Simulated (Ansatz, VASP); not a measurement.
## H in VASP and in Ansatz

File INCAR:

```
PREC = Accurate
ENCUT = 600
EDIFF = 1E-6
ISMEAR = 0
SIGMA = 0.01
LREAL = False
LASPH = True
NELM = 60
ALGO = Normal
ISIF = 3
LWAVE = False
LCHARG = False
GGA = PS
IBRION = 2
NSW = 100
EDIFFG = -0.002
```

KPOINTS

```
Automatic mesh
0
Gamma
  10 10 10
```

Contents of POSCAR:

```
H
1.0
   -1.6915344700      1.6915344700      2.0584739900
    1.6915344700     -1.6915344700      2.0584739900
    1.6915344700      1.6915344700     -2.0584739900
H
2
Direct
    0.9098622900      0.9098622900      0.0000000000
    0.0901377100      0.0901377100      0.0000000000
```

Input for Ansatz:

```yaml
crystal:
  lattice:
    - [-1.69153447, 1.69153447, 2.05847399]
    - [1.69153447, -1.69153447, 2.05847399]
    - [1.69153447, 1.69153447, -2.05847399]
  atoms:
    - { symbol: H, position: [0.90986229, 0.90986229, 0.0] }
    - { symbol: H, position: [0.09013771, 0.09013771, 0.0] }
kpoints:
  mp_grid: { grid: [10, 10, 10] }
scf:
  occupations: { method: fixed }
  mixing: { preconditioner: local_kerker }
hamiltonian:
  xc: pbesol
  pseudopotentials: { kind: paw }
relax:
  f_tol: 0.002
  max_steps: 80
  cell: {}
output:
  forces: true
  stress: true
```

Alike in both runs: task relaxation of cell and atoms; functional PBEsol; k mesh 10 × 10 × 10; no spin polarisation.

```csv
,VASP,Ansatz
version,VASP 6.6.1,Ansatz 0.2.0
potentials or method,"VASP PAW PBE potentials, release 64 (H)","PAW with Ansatz's default frozen-core files, scalar-relativistic"
plane-wave cutoff (eV),600,420
occupations,"gaussian, width 0.01 eV",fixed
valence electrons in the cell,2,2
```

Ansatz gave:

| Property | Result |
| --- | --- |
| relaxed volume (Å³/atom) | 13.43 |
| relaxed cell length with the largest relative difference (Å) | 3.304 |
| energy change over the relaxation (meV/atom) | -3 |

**Question.** Estimate VASP's values.

**Answer.** Relaxed volume (Å³/atom): 12.55; relaxed cell length with the largest relative difference (Å): 3.227; energy change over the relaxation (meV/atom): -3.

One of these differences is far larger than is usual between the two programs; its cause wasn't traced.

Caveats: the PAW data sets were made with another functional, which shifts forces and pressure a little (VASP). A k mesh can miss the band edges.
